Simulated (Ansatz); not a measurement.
AlSb:
Space group F-43m (No. 216); a = 6.177 Å, b = 6.177 Å, c = 6.177 Å, α = 90.00°, β = 90.00°, γ = 90.00°

```tsv
atom	site	symmetry	x	y	z
Sb	4c	-43m	0.2500	0.2500	0.2500
Al	4a	-43m	0.0000	0.0000	0.0000
```
(The calculation used a cell of 2 atoms; values per cell refer to that cell.)

Relaxed with r²SCAN.

Q: Decompose the optical modes at the zone centre into irreducible representations, and say which are infrared and Raman allowed.

A: Point group -43m: Γ_opt = T2. Infrared: T2. Raman: T2.

Q: Assign frequencies (DFPT, r²SCAN (plane waves, PAW; program Ansatz); without the LO–TO term).

A: T2 314 cm⁻¹.

The r²SCAN relaxation kept the symmetry of its start; of distortions, only those at the zone centre were tested. Scalar-relativistic: spin–orbit coupling is off unless named, which matters more the heavier the elements.

Potentials: the later of the program's two PAW sets.
